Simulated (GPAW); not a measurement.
# TiO2 (C2/m) in GPAW: band structure with LDA

Aim: the band structure of TiO2 with LDA.

Everything below comes from runs of GPAW 26.7.0. Logs are shortened: lines on timing, memory, paths and dates and some standing lists are left out, and cuts for length are marked. The log counts tension as positive stress, the text compression.

## 1. Starting point

Symmetry: C2/m, No. 12, monoclinic system. The conventional cell has a = 12.307 Å, b = 3.767 Å, c = 6.616 Å, α = 90.00°, β = 106.95°, γ = 90.00°. Ti (site symmetry m) is surrounded by 4 O at 1.86 to 1.94 Å. Ti (site symmetry m) has 5 O at 1.78 to 2.03 Å as nearest neighbours. O (site symmetry m) is surrounded by 3 Ti at 1.94 to 2.03 Å. O (site symmetry m) has 3 Ti at 1.96 to 2.16 Å as nearest neighbours. Around O (site symmetry m) lie 2 Ti at 1.78 to 1.87 Å. O (site symmetry m) has 2 Ti at 1.86 to 1.93 Å as nearest neighbours.

The cell comes from a database or a generator and needn't be the stable form of this composition.

## 2. Band structure, LDA

The input, run.py:

```python
from ase import Atoms
from ase.dft.bandgap import bandgap
from ase.io import write
from ase.units import GPa
from ase.parallel import parprint
from gpaw import GPAW, PW

atoms = Atoms(['Ti', 'Ti', 'Ti', 'Ti', 'O', 'O', 'O', 'O', 'O', 'O', 'O', 'O'],
              cell=[[6.1535771931, -1.8834685, 0.0],
                    [6.1535771931, 1.8834685, 0.0],
                    [-1.9283261078, 0.0, 6.3289668713]],
              scaled_positions=[[0.900071, 0.900071, 0.289602],
                                [0.195286, 0.195286, 0.283762],
                                [0.099929, 0.099929, 0.710398],
                                [0.804714, 0.804714, 0.716238],
                                [0.361931, 0.361931, 0.293397],
                                [0.2634885, 0.2634885, 0.6525],
                                [0.8671885, 0.8671885, 0.995291],
                                [0.7365115, 0.7365115, 0.3475],
                                [0.9416475, 0.9416475, 0.630021],
                                [0.1328115, 0.1328115, 0.004709],
                                [0.638069, 0.638069, 0.706603],
                                [0.0583525, 0.0583525, 0.369979]],
              pbc=True)

calc = GPAW(mode=PW(800),
            xc='LDA',
            kpts={'size': (5, 5, 3), 'gamma': True},
            occupations={'name': 'fermi-dirac', 'width': 0.05},
            nbands=82,
            convergence={'density': 1e-05, 'energy': 1e-05},
            maxiter=150,
            txt='gpaw.txt')
atoms.calc = calc
energy = atoms.get_potential_energy()
forces = atoms.get_forces()
stress = atoms.get_stress()
calc.write('gs.gpw')
write('result.traj', atoms)
parprint(f'Energy: {energy:.6f} eV')
parprint('Forces (eV/A):')
parprint(forces.round(4))
parprint('Stress (GPa):', (stress / GPa).round(3))
parprint('Fermi level:', round(calc.get_fermi_level(), 4), 'eV')
parprint(f'Gap: {bandgap(calc)[0]:.4f} eV, direct: {bandgap(calc, direct=True)[0]:.4f} eV')

path = atoms.cell.bandpath('GYFLI,I1ZF1,YX1,XGN,MG', npoints=100, eps=1e-4)
bs_calc = calc.fixed_density(kpts=path, symmetry='off', nbands=116,
                             convergence={'bands': 'CBM+6.0', 'eigenstates': 1e-6}, txt='bands.txt')
bs = bs_calc.band_structure()
bs.write('bs.json')
parprint(f'Gap on the path: {bandgap(bs_calc)[0]:.4f} eV')
```

Potentials or basis: the program's PAW data sets (release 1.2.1) made for this functional, pw.

On the command line:

```sh
OMP_NUM_THREADS=1 mpirun -n 4 gpaw python run.py
```

gpaw.txt:

```text
__  _  _
 | _ |_)|_||  |
 |__||  | ||/\| - 26.7.0

Input parameters:
  mode=PW(ecut=800.0),
  convergence={'density': 1e-05, 'energy': 1e-05},
  kpts=MonkhorstPack(size=(5, 5, 3), gamma=True),
  maxiter=150,
  nbands=82,
  occupations=Occupations(name='fermi-dirac', width=0.05),
  xc=XC(name='LDA')

Diagonalizing LCAO Hamiltonian
Converting LCAO to pw mode

                             O

       Ti   O          O    Ti   O

       O    Ti   O          O    Ti

           O

Atoms  # Å, Bohr magnetons
|    | symbol |         x |         y |        z |    initial magnetic moments |
|----|--------|-----------|-----------|----------|-----------------------------|
|  0 |     Ti | 10.518866 |  0.000000 | 1.832881 | ( 0.0000,  0.0000,  0.0000) |
|  1 |     Ti |  1.856229 | -0.000000 | 1.795920 | ( 0.0000,  0.0000,  0.0000) |
|  2 |     Ti | -0.140037 | -0.000000 | 4.496085 | ( 0.0000,  0.0000,  0.0000) |
|  3 |     Ti |  8.522599 | -0.000000 | 4.533047 | ( 0.0000,  0.0000,  0.0000) |
|  4 |      O |  3.888576 |  0.000000 | 1.856900 | ( 0.0000,  0.0000,  0.0000) |
|  5 |      O |  1.984561 | -0.000000 | 4.129651 | ( 0.0000,  0.0000,  0.0000) |
|  6 |      O |  8.753377 |  0.000000 | 6.299164 | ( 0.0000,  0.0000,  0.0000) |
|  7 |      O |  8.394267 |  0.000000 | 2.199316 | ( 0.0000,  0.0000,  0.0000) |
|  8 |      O | 10.374115 | -0.000000 | 3.987382 | ( 0.0000,  0.0000,  0.0000) |
|  9 |      O |  1.625451 | -0.000000 | 0.029803 | ( 0.0000,  0.0000,  0.0000) |
| 10 |      O |  6.490253 |  0.000000 | 4.472067 | ( 0.0000,  0.0000,  0.0000) |
| 11 |      O |  0.004713 | -0.000000 | 2.341585 | ( 0.0000,  0.0000,  0.0000) |

Unit cell  # Å
| periodic |         x |         y |        z |  lengths |     angles |
|----------|-----------|-----------|----------|----------|------------|
|      yes |  6.153577 | -1.883468 | 0.000000 | 6.435368 | 106.182185 |
|      yes |  6.153577 |  1.883468 | 0.000000 | 6.435368 | 106.182185 |
|      yes | -1.928326 |  0.000000 | 6.328967 | 6.616212 |  34.036290 |

Number of symmetries: 4
Symmetry operations  # r_c * U_cc + t_c -> r_c
|   | kind |            matrix            |
|---|------|------------------------------|
| 0 |  E   |  1, 0, 0,  0, 1, 0,  0, 0, 1 |
| 1 |  σ   |  0, 1, 0,  1, 0, 0,  0, 0, 1 |
| 2 |  C2  |  0,-1, 0, -1, 0, 0,  0, 0,-1 |
| 3 |  i   | -1, 0, 0,  0,-1, 0,  0, 0,-1 |

BZ-sampling:
  Number of BZ points: 75
  Number of IBZ points: 24

  Monkhorst-Pack size: [5, 5, 3]
  Monkhorst-Pack shift: [0, 0, 0]

K-points  # in reciprocal-cell coordinates
|     |                                coordinates |     weight |
|-----|--------------------------------------------|------------|
|   0 | (  0.00000000,   0.00000000,   0.00000000) | 0.01333333 |
|   1 | (  0.00000000,   0.00000000,   0.33333333) | 0.02666667 |
|   2 | (  0.20000000,  -0.20000000,   0.00000000) | 0.02666667 |
|   3 | (  0.20000000,  -0.20000000,   0.33333333) | 0.05333333 |
|   4 | (  0.20000000,   0.00000000,  -0.33333333) | 0.05333333 |
|   5 | (  0.20000000,   0.00000000,   0.00000000) | 0.05333333 |
|   6 | (  0.20000000,   0.00000000,   0.33333333) | 0.05333333 |
|   7 | (  0.20000000,   0.20000000,  -0.33333333) | 0.02666667 |
|   8 | (  0.20000000,   0.20000000,   0.00000000) | 0.02666667 |
|   9 | (  0.20000000,   0.20000000,   0.33333333) | 0.02666667 |
| ... |                                            |            |
|  23 | (  0.40000000,   0.40000000,   0.33333333) | 0.02666667 |

Plane wave coefficients: 7568
Cutoff: 800.0 eV

Spin-components: 1 (collinear spins)
Bands:           82
Projectors:      64
Spin-degeneracy: 2
Datatype:        complex128

Parallelization:
  kpt:    4
  domain: 1
  band:   1

Density:
  Valence electrons: 96.0
  Components: 1
  Grid points: [42 42 45]
  Charge: 0.0  # |e|

Potential:
  Grid points: [42 42 45]

species:
  Ti:
    name:    Titanium
    Z:       22.0
    valence: 12
    core:    10
    charge:  0.0  # [|e|]
    compensation charges:
      type: gauss
      rc: 0.38  # [Å]
      lmax: 2
    cutoffs:
      filter: 2.23  # [Å]
      core: 1.02  # [Å]
    projectors
    | kind |    occ | energy [eV] | rcut [Å] |
    |------|--------|-------------|----------|
    |   3s |  2.000 |     -62.257 |    1.270 |
    |   4s |  2.000 |      -4.593 |    1.270 |
    |   3p |  6.000 |     -38.791 |    1.058 |
    |   4p |  0.000 |      -1.536 |    1.058 |
    |   3d |  2.000 |      -4.463 |    1.058 |
    |    d |        |      22.748 |    1.058 |

    Using partial waves for Ti as LCAO basis

  O:
    name:    Oxygen
    Z:       8.0
    valence: 6
    core:    2
    charge:  0.0  # [|e|]
    compensation charges:
      type: gauss
      rc: 0.21  # [Å]
      lmax: 2
    cutoffs:
      filter: 1.17  # [Å]
      core: 0.83  # [Å]
    projectors
    | kind |    occ | energy [eV] | rcut [Å] |
    |------|--------|-------------|----------|
    |   2s |  2.000 |     -23.752 |    0.688 |
    |   2p |  4.000 |      -9.195 |    0.598 |
    |    s |        |       3.459 |    0.688 |
    |    p |        |      18.016 |    0.598 |
    |    d |        |       0.000 |    0.619 |

    Using partial waves for O as LCAO basis

Reference energy: -108919.060784  # eV

eigensolver:
  PPCG
  Converge bands: occupied
  niter=2

density mixing:
  MSR1-Mixer
  Pratt-step length: 0.05
  Maximum mixing coefficient: 0.75
  Old densities: 10
  SVD Regularization: 0.005
  Good broyden scale: 1.0
  Trust region scale: 1.0
  Backstep threshold: 4.0
  History deletion threshold: 6.0
  Fourier metric: weight=20.0, sigma=0.015

occupation numbers:
  Fermi-Dirac:
    width: 0.0500  # eV

poisson solver:
  ecut: 6400.0  # eV

xc functional:
  name: None

convergence criteria:
- Maximum integral of absolute [dens]ity change: 1e-05 electrons / valence electron
- Maximum [total energy] change in last 3 cyles: 1e-05 eV / valence electron
- Maximum integral of absolute [eigenst]ate change: 4e-08 eV^2 / valence electron
maximum number of iterations: 150

SCF iterations
|iter     | |      energy | eigst |  dens |
|---------|-|-------------|-------|-------|
|iter:   1| | -132.743493 | +0.24 |       |
|iter:   2| | -126.815500 | -1.32 | -0.79 |
|iter:   3| | -115.985987 | -0.38 | -0.86 |
|iter:   4| | -115.186949 | -1.62 | -1.33 |
|iter:   5| | -115.025428 | -2.25 | -1.57 |
|iter:   6| | -114.988839 | -2.66 | -1.89 |
|iter:   7| | -114.968683 | -3.34 | -2.23 |
|iter:   8| | -114.967405 | -4.32 | -2.80 |
|iter:   9| | -114.967388 | -5.11 | -3.13 |
|iter:  10| | -114.967348c| -5.71 | -3.53 |
|iter:  11| | -114.967345c| -6.70 | -4.03 |
|iter:  12| | -114.967345c| -7.41c| -4.47 |
|iter:  13| | -114.967345c| -7.43c| -4.72 |
|iter:  14| | -114.967345c| -7.96c| -5.39c|

Converged in 14 steps
Energy contributions relative to reference atoms: (reference = -108919.060784)

Energy contributions:
  Kinetic:          92.662982
  Coulomb:        -117.575243
  Zero:              2.291829
  External:          0.000000
  Xc:              -92.346913
  Entropy:          -0.000000
  Spinorbit:         0.000000
  ----------------------------
  Free energy:    -114.967345
  Extrapolated:   -114.967345

dipole moment: (0.000011, -0.000000, 0.000007)  # |e|*Ang

Fermi level: 3.929
Eigenvalues  # (at kpt = [0.000, 0.000, 0.000])
| band index |      eig [eV] | occ [0-2] |
|------------|---------------|-----------|
|          0 |       -52.696 |     2.000 |
|        ... |               |           |
|         40 |         1.554 |     2.000 |
|         41 |         1.596 |     2.000 |
|         42 |         1.909 |     2.000 |
|         43 |         1.911 |     2.000 |
|         44 |         2.040 |     2.000 |
|         45 |         2.047 |     2.000 |
[... 8 lines left out ...]
|         54 |         7.115 |     0.000 |
|         55 |         7.266 |     0.000 |
|        ... |               |           |
|         81 |        20.065 |     0.000 |

Gap: 2.693 eV
Transition (v -> c):
  (s=0, k=14, n=47, [0.40, -0.20, 0.33]) -> (s=0, k=0, n=48, [0.00, 0.00, 0.00])
Direct/indirect transitions are different
Direct gap: 2.855 eV
Transition at: (s=0, k=0, n=47, [0.00, 0.00, 0.00])

Forces  # eV/Ang
|        x |        y |        z |
|----------|----------|----------|
| -0.01836 |  0.00000 | -0.03817 |  # Ti   0
|  0.00320 |  0.00000 | -0.14491 |  # Ti   1
|  0.01836 |  0.00000 |  0.03817 |  # Ti   2
| -0.00320 |  0.00000 |  0.14491 |  # Ti   3
| -0.20857 |  0.00000 | -0.00076 |  # O    4
| -0.15942 |  0.00000 | -0.02040 |  # O    5
| -0.18770 | -0.00000 | -0.07839 |  # O    6
|  0.15942 |  0.00000 |  0.02040 |  # O    7
|  0.05525 |  0.00000 | -0.05691 |  # O    8
|  0.18770 |  0.00000 |  0.07839 |  # O    9
|  0.20857 |  0.00000 |  0.00076 |  # O   10
| -0.05525 |  0.00000 |  0.05691 |  # O   11

Stress tensor  # eV/Ang^3
|         x |         y |         z |
|-----------|-----------|-----------|
|  0.068570 | -0.000000 |  0.000069 |
| -0.000000 |  0.066341 | -0.000000 |
|  0.000069 | -0.000000 |  0.070792 |

# Writing to gs.gpw (mode='')
```

stdout:

```text
<dir> UserWarning: The angles between your unit-cell vectors are 106.2, 106.2 and 34.0 degrees.  Results may be wrong!  Please Niggli-reduce your unit-cell so that the angles are closer to 90 degrees:

  from ase.build import niggli_reduce
  niggli_reduce(atoms)

  warnings.warn(
<dir> UserWarning: The angles between your unit-cell vectors are 106.2, 106.2 and 34.0 degrees.  Results may be wrong!  Please Niggli-reduce your unit-cell so that the angles are closer to 90 degrees:

  from ase.build import niggli_reduce
  niggli_reduce(atoms)

  warnings.warn(
<dir> UserWarning: The angles between your unit-cell vectors are 106.2, 106.2 and 34.0 degrees.  Results may be wrong!  Please Niggli-reduce your unit-cell so that the angles are closer to 90 degrees:

  from ase.build import niggli_reduce
  niggli_reduce(atoms)

  warnings.warn(
<dir> UserWarning: The angles between your unit-cell vectors are 106.2, 106.2 and 34.0 degrees.  Results may be wrong!  Please Niggli-reduce your unit-cell so that the angles are closer to 90 degrees:

  from ase.build import niggli_reduce
  niggli_reduce(atoms)

  warnings.warn(
Energy: -114.967345 eV
Forces (eV/A):
[[-0.0184  0.     -0.0382]
 [ 0.0032  0.     -0.1449]
 [ 0.0184  0.      0.0382]
 [-0.0032  0.      0.1449]
 [-0.2086  0.     -0.0008]
 [-0.1594  0.     -0.0204]
 [-0.1877 -0.     -0.0784]
 [ 0.1594  0.      0.0204]
 [ 0.0552  0.     -0.0569]
 [ 0.1877  0.      0.0784]
 [ 0.2086  0.      0.0008]
 [-0.0552  0.      0.0569]]
Stress (GPa): [ 1.0986e+01  1.0629e+01  1.1342e+01 -0.0000e+00  1.1000e-02 -0.0000e+00]
Fermi level: 3.9288 eV
Gap: 2.6928 eV, direct: 2.8551 eV
Gap on the path: 2.6642 eV
```

Run time: 9.1 min. Hardware: 4 MPI ranks of Arm Neoverse V1, shared host; peak memory 0.95 GiB.

What came out:

| Property | Result |
| --- | --- |
| Free energy | -114.9673 eV |
| Pressure | -11.0 GPa |
| Largest force | 0.209 eV/Å |
| Band gap on the k mesh | 2.69 eV, indirect (least direct gap 2.86 eV) |
| Band gap along the path | 2.66 eV, indirect (least direct gap 2.83 eV) |

Forces in eV/Å, atoms in the order of the input:
```
Ti  -0.018  0.000 -0.038
Ti   0.003  0.000 -0.145
Ti   0.018  0.000  0.038
Ti  -0.003  0.000  0.145
O   -0.209  0.000 -0.001
O   -0.159  0.000 -0.020
O   -0.188  0.000 -0.078
O    0.159  0.000  0.020
O    0.055  0.000 -0.057
O    0.188  0.000  0.078
O    0.209  0.000  0.001
O   -0.055  0.000  0.057
```

Stress tensor (GPa, compression positive):
```
-10.99   0.00  -0.01
  0.00 -10.63   0.00
 -0.01   0.00 -11.34
```

Levels at the corners of the path, in eV from the valence-band top:
```tsv
point	band 44	band 45	band 46	band 47	band 48	band 49	band 50	band 51	band 52	band 53
Γ	-0.90	-0.77	-0.76	-0.36	-0.19	2.66	3.02	3.26	3.27	3.30
Y	-0.93	-0.90	-0.64	-0.40	-0.13	2.81	2.86	3.36	3.44	3.47
F	-0.89	-0.77	-0.76	-0.40	-0.25	2.67	3.03	3.24	3.28	3.34
L	-1.11	-0.86	-0.42	-0.23	-0.21	2.93	3.04	3.18	3.34	3.37
I	-0.92	-0.63	-0.41	-0.16	0.00	3.03	3.13	3.34	3.68	3.75
I1	-0.92	-0.63	-0.41	-0.16	0.00	3.03	3.13	3.34	3.68	3.75
Z	-0.76	-0.71	-0.67	-0.60	-0.45	2.78	3.05	3.21	3.34	3.34
F1	-0.89	-0.77	-0.76	-0.40	-0.25	2.67	3.03	3.24	3.28	3.34
Y	-0.93	-0.90	-0.64	-0.40	-0.13	2.81	2.86	3.36	3.44	3.47
X1	-0.74	-0.48	-0.42	-0.33	-0.26	3.00	3.27	3.30	3.34	3.43
X	-0.74	-0.48	-0.42	-0.33	-0.26	3.00	3.27	3.30	3.34	3.43
Γ	-0.90	-0.77	-0.76	-0.36	-0.19	2.66	3.02	3.26	3.27	3.30
N	-0.81	-0.69	-0.53	-0.11	-0.02	3.09	3.15	3.39	3.61	3.76
M	-1.03	-0.88	-0.48	-0.22	-0.14	3.06	3.10	3.54	3.59	3.86
Γ	-0.90	-0.77	-0.76	-0.36	-0.19	2.66	3.02	3.26	3.27	3.30
```

Caveat: the program warned that so skewed a cell can give wrong results. A hybrid or GW would open this gap; LDA tends to underestimate it.
